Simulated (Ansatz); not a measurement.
**Sn: why energy differences converge before total energies**

Level of theory: DFT r2SCAN, scalar-relativistic, plane waves, PAW in Ansatz.

```xyz
1
Lattice="-1.5908 1.5908 2.9156 1.5908 -1.5908 2.9156 1.5908 1.5908 -2.9156" Properties=species:S:1:pos:R:3 pbc="T T T"
Sn    0.0000    0.0000    0.0000
```

```json
{
  "Γ-centred k-mesh": "18×18×18",
  "occupation rule": "Gaussian smearing, 0.1 eV",
  "spin treatment": "unpolarised"
}
```

A second cell has all atoms moved and the lattice slightly strained:

```yaml
crystal:
  lattice:
    - [-1.66998, 1.60125, 2.94855]
    - [1.59300, -1.64019, 2.92779]
    - [1.64060, 1.61081, -2.96979]
  atoms:
    - { symbol: Sn, position: [0.01350, 0.00645, 0.03074] }
```

It ran on a 10×10×12 mesh, another than the first cell's, which shifts the difference by nearly the same amount at every cutoff. Both were run at several values of the cutoff; energies per atom at zero smearing, errors against the largest value (600 eV), which isn't proved converged itself.

```csv
cutoff,"error, first cell (meV)","error, second cell (meV)"
200 eV,5200.10,5200.35
250 eV,531.48,526.08
300 eV,37.91,37.80
350 eV,4.37,4.28
500 eV,0.12,0.12
```

Question: At the largest value the second cell lies 19.30 meV/atom above the first. What is the error of that difference at each value, and where does each quantity come within 1 meV/atom?

Answer: The error of the difference is the second cell's error less the first's:
```csv
cutoff,difference (meV),its error (meV)
200 eV,19.54,0.24
250 eV,13.90,-5.40
300 eV,19.19,-0.11
350 eV,19.21,-0.09
500 eV,19.29,-0.01
```

The first cell's total energy stays within 1 meV/atom from 500 eV on, the difference from 300 eV on. Most of the error cancels, by a factor of about 98 in the median. A missing short wave mostly misdescribes the region near each nucleus, which both cells share; what doesn't cancel comes largely from the change of volume and bonding.

This form isn't the element's structure at ambient conditions.